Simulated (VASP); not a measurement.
# A VASP 6.6.1 single-point calculation on ZnSe

INCAR

```
ENCUT = 520
LWAVE = .FALSE.
PREC = Accurate
LASPH = .TRUE.
LREAL = .FALSE.
GGA = PE
NSW = 0
EDIFF = 1E-7
NELM = 92
NBANDS = 16
IVDW = 12
IBRION = -1
SIGMA = 0.02
LCHARG = .FALSE.
ISIF = 2
ISMEAR = -1
```

KPOINTS

```
KPOINTS created by Atomic Simulation Environment
0
Gamma
8 8 8
0 0 0
```

POSCAR

```
Zn Se
 1.0000000000000000
     0.0000000000000000    2.8324206844000002    2.7757722707000001
     2.8324206844000002    0.0000000000000000    2.7757722707000001
     2.8324206844000002    2.8324206844000002    0.0000000000000000
 Zn  Se
   1   1
Cartesian
  0.0000000000000000  0.0000000000000000  0.0000000000000000
  1.4162103421999999  1.4162103421999999  1.3878861353499998
```

The recommended PBE PAW datasets give the neutral cell 18 valence electrons.

Command

```
mpirun -np 1 vasp_std
```

OSZICAR

```
N       E                     dE             d eps       ncg     rms          rms(c)
DAV:   1     0.885274321845E+02    0.88527E+02   -0.89437E+03  1888   0.129E+03
DAV:   2    -0.777494224496E+00   -0.89305E+02   -0.83744E+02  2168   0.256E+02
DAV:   3    -0.624584967674E+01   -0.54684E+01   -0.54485E+01  2288   0.614E+01
DAV:   4    -0.628819775505E+01   -0.42348E-01   -0.42344E-01  2344   0.580E+00
DAV:   5    -0.628839168901E+01   -0.19393E-03   -0.19393E-03  2376   0.353E-01    0.494E+00
DAV:   6    -0.601958668822E+01    0.26881E+00   -0.53322E-01  2800   0.243E+01    0.376E+00
DAV:   7    -0.600002051164E+01    0.19566E-01   -0.15801E-01  2120   0.356E+00    0.159E+00
DAV:   8    -0.599977329786E+01    0.24721E-03   -0.44829E-03  2656   0.706E-01    0.460E-01
DAV:   9    -0.599998390428E+01   -0.21061E-03   -0.11096E-03  2216   0.255E-01    0.656E-02
DAV:  10    -0.600009279923E+01   -0.10889E-03   -0.21156E-04  2440   0.109E-01    0.241E-02
DAV:  11    -0.600008232328E+01    0.10476E-04   -0.40913E-05  2248   0.555E-02    0.496E-03
DAV:  12    -0.600008333226E+01   -0.10090E-05   -0.54954E-06  2432   0.139E-02    0.254E-03
DAV:  13    -0.600008359515E+01   -0.26289E-06   -0.45685E-07  2336   0.497E-03    0.117E-03
DAV:  14    -0.600008357194E+01    0.23207E-07   -0.30094E-08  1984   0.187E-03
   1 F= -.66602879E+01 E0= -.66602879E+01  d E =-.571379E-11
```

From OUTCAR

```
k-points           NKPTS =     59   k-points in BZ     NKDIM =     59   number of bands    NBANDS=     16

   NELECT =      18.0000    total number of electrons

   dimension x,y,z NGX =    30 NGY =   30 NGZ =   30
   dimension x,y,z NGXF=    60 NGYF=   60 NGZF=   60

  energy-cutoff  :      520.00
  volume of cell :       44.54
      direct lattice vectors                 reciprocal lattice vectors
     0.000000000  2.832420684  2.775772271    -0.176527450  0.176527450  0.180130051
     2.832420684  0.000000000  2.775772271     0.176527450 -0.176527450  0.180130051
     2.832420684  2.832420684  0.000000000     0.176527450  0.176527450 -0.180130051

 k-points in reciprocal lattice and weights: KPOINTS created by Atomic Simulation Env
   0.00000000  0.00000000  0.00000000       0.002
   0.12500000  0.00000000  0.00000000       0.016
   0.25000000  0.00000000  0.00000000       0.016
   0.37500000  0.00000000  0.00000000       0.016
   0.50000000  0.00000000  0.00000000       0.008
   0.12500000  0.12500000  0.00000000       0.004
   0.25000000  0.12500000  0.00000000       0.016
   0.37500000  0.12500000  0.00000000       0.016
   ...

 E-fermi :   2.2395

 k-point     1 :       0.0000    0.0000    0.0000
  band No.  band energies     occupation
      1     -11.5985      2.00000
      2      -4.8284      2.00000
      3      -4.8284      2.00000
      4      -4.8193      2.00000
      5      -4.4381      2.00000
      6      -4.4342      2.00000
      7       1.7770      2.00000
      8       1.7770      2.00000
      9       1.8492      2.00000
     10       3.1783      0.00000
     11       7.5921      0.00000
     12       7.5991      0.00000
     13       7.5991      0.00000
     14      11.8120      0.00000
     15      13.1243      0.00000
     16      13.4761      0.00000

 k-point     2 :       0.1250    0.0000    0.0000
  band No.  band energies     occupation
      1     -11.4935      2.00000
      2      -4.8210      2.00000
      3      -4.8121      2.00000
      4      -4.8042      2.00000
      5      -4.4391      2.00000
      6      -4.4361      2.00000
      7       0.4686      2.00000
      8       1.6125      2.00000
      9       1.6736      2.00000
     10       4.1582      0.00000
     11       7.5487      0.00000
     12       7.8539      0.00000
     13       7.8689      0.00000
     14      12.3766      0.00000
     15      12.5762      0.00000
     16      12.7280      0.00000

 k-point     3 :       0.2500    0.0000    0.0000
  band No.  band energies     occupation
      1     -11.2203      2.00000
      2      -4.7766      2.00000
      3      -4.7725      2.00000
      4      -4.7625      2.00000
      5      -4.4360      2.00000
      6      -4.4360      2.00000
      7      -1.3013      2.00000
      8       1.2626      2.00000
      9       1.3495      2.00000
     10       4.6040      0.00000
     11       8.2034      0.00000
     12       8.2410      0.00000
     13       8.4726      0.00000
     14      12.2260      0.00000
     15      12.2674      0.00000
     16      12.6180      0.00000

 ...

  Total       0.28363     0.28363     0.45966     0.00000     0.00000    -0.00000
  in kB      10.20326    10.20326    16.53570     0.00000     0.00000    -0.00000
  external pressure =       12.31 kB  Pullay stress =        0.00 kB

 POSITION                                       TOTAL-FORCE (eV/Angst)
 -----------------------------------------------------------------------------------
      0.00000      0.00000      0.00000         0.000000     -0.000000      0.000000
      1.41621      1.41621      1.38789        -0.000000      0.000000      0.000000
 -----------------------------------------------------------------------------------
    total drift:                               -0.000000     -0.000000      0.000000

  FREE ENERGIE OF THE ION-ELECTRON SYSTEM (eV)
  ---------------------------------------------------
  free  energy   TOTEN  =        -6.6602879421 eV

  energy  without entropy=       -6.6602879421  energy(sigma->0) =       -6.66028794
```

It converged. Results: gap between bands v and c on the k mesh 1.33 eV; least direct gap on the k mesh 1.33 eV; pressure 1.2 GPa. Band v is the last that the valence electrons fill when counted band by band, and c is the next.

For comparison, a separate PBE run of the intended cell, on usual settings and not on those above, gives a gap of 1.33 eV on its mesh and a pressure of 3.9 GPa.

The run above took about 47 s on one core of a shared host (Intel Xeon Platinum 8488C) and held 0.2 GiB at most.
